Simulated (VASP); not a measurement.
A run of VASP 6.6.1 is set up as follows.

The input INCAR:

```
PREC     = Accurate       # precision mode
ENCUT    = 520            # plane-wave cutoff, eV
EDIFF    = 1E-8           # SCF threshold, eV
ISMEAR   = 0              # smearing method
SIGMA    = 0.01           # smearing width, eV
LREAL    = False          # projectors in reciprocal space
LASPH    = True           # aspherical terms in the spheres
NELM     = 100            # most SCF steps
ALGO     = Normal         # electronic algorithm
ISIF     = 2              # what is computed and relaxed
LWAVE    = False          # write WAVECAR
LCHARG   = False          # write CHGCAR
GGA      = CA             # functional
NBANDS   = 11             # bands
IBRION   = 8              # ionic algorithm
NSW      = 1              # ionic steps
LEPSILON = True           # dielectric tensor by DFPT
```

The input KPOINTS:

```
regular mesh
0
Gamma
  8 8 8
```

File POSCAR:

```
BeS
1.0
    0.0000000000      2.3982014402      2.3982014402
    2.3982014402      0.0000000000      2.3982014402
    2.3982014402      2.3982014402      0.0000000000
Be S
1 1
Direct
    0.0000000000      0.0000000000      0.0000000000
    0.2500000000      0.2500000000      0.2500000000
```

Potentials or basis: VASP PAW LDA potentials, release 64 (Be, S).

Run with:

```sh
$ cat potpaw_LDA.64/Be/POTCAR potpaw_LDA.64/S/POTCAR > POTCAR
$ mpirun -np 1 vasp_std > vasp.out
```

(1) What does it give for the electronic dielectric tensor (diagonal)?

(2) What does it give for the Born charges (mean of the diagonal)?

(3) Predict the highest phonon frequency at Γ, LO-TO splitting left out.

## Answers

(1) 5.46.

(2) Be +1.55; S -1.55 e.

(3) 590 cm⁻¹.
